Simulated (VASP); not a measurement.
# Ru: relaxation of cell and atoms with r2SCAN

The system is Ru.

```xyz
3
Lattice="3.4817 0.0000 0.0000 -1.7408 3.0152 0.0000 0.0000 0.0000 3.9501" Properties=species:S:1:pos:R:3 pbc="T T T"
Ru    0.7848    0.0000    1.3167
Ru   -0.3924    0.6796    2.6334
Ru    1.3485    2.3356    0.0000
```

The cell was built by a generator and needn't be a form met in nature.

```yaml
Program: VASP 6.6.1
Task: relaxation of cell and atoms
Functional: r2SCAN
Potentials_or_basis: VASP PAW PBE potentials, release 64 (Ru_pv)
Cutoff: 600 eV
k_mesh: 6 × 6 × 4
Occupations: gaussian, width 0.1 eV
Spin: no spin polarisation
Dipole_correction: no
Further_INCAR_settings: ALGO = Normal; EDIFF = 1e-06; IBRION = 2; EDIFFG = -0.04; NSW = 90; ISIF = 3
```

```
Relaxed volume                         : 15.51 Å³/atom
Relaxed cell                           : a = 3.432 Å, b = 3.432 Å, c = 4.560 Å, α = 90.00°, β = 90.00°, γ = 120.00°
Space group after relaxing (to 0.05 Å) : R-3m (No. 166)
Energy gained by relaxing              : 2833.8 meV/atom
Ionic steps                            : 16
Pressure after relaxing                : 0.0 GPa
Band gap on the k mesh                 : none (metal or under the smearing width)
```

Forces on the atoms (eV/Å):
```
Ru  -0.002  0.000  0.000
Ru   0.001 -0.002  0.000
Ru   0.001  0.002  0.000
```

Step by step:
```csv
step,energy change (eV),largest force (eV/Å),pressure (GPa),volume (Å³)
1,0.0000,21.7449,144.52,41.47
2,9.6873,0.2886,-22.93,167.07
3,3.4345,0.3873,-21.60,122.33
4,0.8210,0.8569,-26.36,103.79
5,-5.2671,1.1931,-35.39,68.10
6,-7.8459,0.0168,-23.92,53.73
7,-8.4010,0.2602,-1.35,47.35
8,-8.4013,0.2236,-2.37,47.54
9,-8.4223,0.2416,3.13,46.36
10,-8.4223,0.2412,3.21,46.34
11,-8.4377,0.1849,2.89,46.34
12,-8.4751,0.0606,2.19,46.32
13,-8.4983,0.0030,1.86,46.15
14,-8.4995,0.0006,1.81,46.18
15,-8.4992,0.0055,-1.86,46.90
16,-8.5014,0.0025,0.00,46.53
```

Final structure:
```cif
data_structure
_symmetry_space_group_name_H-M 'P 1'
_symmetry_Int_Tables_number 1
_cell_length_a 3.4325
_cell_length_b 3.4325
_cell_length_c 4.5600
_cell_angle_alpha 90.000
_cell_angle_beta 90.000
_cell_angle_gamma 120.000
_cell_volume 46.53
loop_
_atom_site_label
_atom_site_type_symbol
_atom_site_fract_x
_atom_site_fract_y
_atom_site_fract_z
_atom_site_occupancy
Ru1 Ru 0.33262 0.00000 0.33333 1
Ru2 Ru 0.00000 0.33262 0.66667 1
Ru3 Ru 0.66738 0.66738 0.00000 1
```

Levels at points of the mesh, in eV from the Fermi level:
| k point | band 19 | band 20 | band 21 | band 22 | band 23 | band 24 |
| --- | --- | --- | --- | --- | --- | --- |
| (0.00, 0.00, 0.00) | 0.40 | 0.41 | 0.41 | 0.42 | 1.60 | 1.60 |
| (0.50, 0.00, 0.00) | -1.27 | -0.53 | -0.39 | -0.04 | -0.02 | 1.59 |
| (0.00, 0.00, 0.50) | -0.10 | -0.09 | -0.09 | -0.08 | 0.16 | 0.16 |
| (0.50, 0.00, 0.50) | -1.40 | -1.09 | -0.87 | -0.13 | 0.23 | 0.24 |

Wall time 29 min on 1 thread of AMD EPYC 7R43 64-Core Processor (Zen 3), with other jobs on the host, peak memory 0.15 GiB.

Caveat: the k mesh is coarse (spacing up to 0.40 Å⁻¹), so the values aren't converged; the PAW data sets were made with another functional, which shifts forces and pressure a little.
